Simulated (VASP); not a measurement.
**ZnS: electric field gradients with PBEsol**

**Measured values to compare with.**

A printed reference work, monograph reports, for a bulk crystal of ZnS at 4 K: band gap 3.911 eV (direct).

ZnS:

```
Zn S
1.0
     3.81100    0.00000    0.00000
    -1.90550    3.30042    0.00000
     0.00000    0.00000    6.23400
Zn S
2 2
Direct
  0.33333 0.66667 0.00000
  0.66667 0.33333 0.50000
  0.33333 0.66667 0.38500
  0.66667 0.33333 0.88500
```

* Program: VASP 6.6.1
* Task: electric field gradients
* Functional: PBEsol
* Potentials or basis: VASP PAW PBE potentials, release 64 (Zn, S)
* Cutoff: 520 eV
* k mesh: 8 × 8 × 5
* Occupations: fermi-dirac, width 0.03 eV
* Spin: no spin polarisation
* Dipole correction: no
* Further INCAR settings: ALGO = Normal; EDIFF = 1e-08; NBANDS = 26

```json
{"Pressure": "-1.1 GPa", "Largest force": "0.309 eV/Å", "Band gap on the k mesh": "2.12 eV, direct"}
```

Forces in eV/Å, atoms in the order of the input:
```
Zn   0.000  0.000  0.309
Zn   0.000  0.000  0.309
S    0.000  0.000 -0.309
S    0.000  0.000 -0.309
```

Stress tensor (GPa, compression positive):
```
-0.48  0.00  0.00
 0.00 -0.48  0.00
 0.00  0.00 -2.33
```

Levels at points of the mesh, in eV from the valence-band top:
```tsv
k point	band 14	band 15	band 16	band 17	band 18	band 19	band 20	band 21	band 22	band 23
(0.00, 0.00, 0.00)	-0.87	-0.87	-0.01	-0.01	0.00	2.12	2.88	6.21	6.21	6.52
(0.50, 0.00, 0.00)	-4.26	-3.21	-2.28	-1.60	-0.99	3.49	4.17	5.05	7.05	7.33
```

Electric field gradients, principal values (V/Å²):
| atom | least | middle | greatest (by size) |
| --- | --- | --- | --- |
| 1 Zn | -9.571 | -9.584 | 19.155 |
| 2 Zn | -9.571 | -9.584 | 19.155 |
| 3 S | 2.707 | 2.708 | -5.414 |
| 4 S | 2.707 | 2.708 | -5.414 |

Run time: 24 s on 1 thread of Intel(R) Xeon(R) 6975P-C (Granite Rapids), with other jobs on the host, peak memory 0.21 GiB.

Measured gap of ZnS: 3.911 eV (direct; 4 K; a printed reference work, monograph). This calculation gives 2.12 eV (-1.80 eV). The value is that of PBEsol, without temperature or zero-point motion. Semilocal functionals fall short of measured gaps as a rule.

Caveat: without QUAD_EFG the Cq values of the log hold for a quadrupole moment of 1 mb, not for the nuclei; the PAW data sets were made with another functional, which shifts forces and pressure a little.
